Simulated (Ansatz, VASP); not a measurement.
# Two plane-wave programs on Ge

```
Ge
1.0
     0.00000    2.08438    2.08438
     2.08438    0.00000    2.08438
     2.08438    2.08438    0.00000
Ge
1
Cartesian
  0.0000 0.0000 0.0000
```

Alike in both runs: functional LDA; k mesh 13 × 13 × 13; occupations fermi-dirac, width 0.1 eV; no spin polarisation.

Ansatz relaxed the structure, and its values are those at the end. VASP's run is a single point on that final structure, the one shown.

|  | VASP | Ansatz |
| --- | --- | --- |
| version | VASP 6.6.1 | Ansatz 0.2.0 |
| potentials or method | VASP PAW LDA potentials, release 64 (Ge_d) | plane waves (420 eV) with PAW, scalar-relativistic |
| plane-wave cutoff (eV) | 520 | 420 |
| valence electrons in the cell | 14 | 14 |

|  | VASP | Ansatz | Ansatz less VASP |
| --- | --- | --- | --- |
| pressure (GPa) | 0.2 | 0.0 | -0.15 |

Ansatz warned: «pseudo_functional_mismatch».
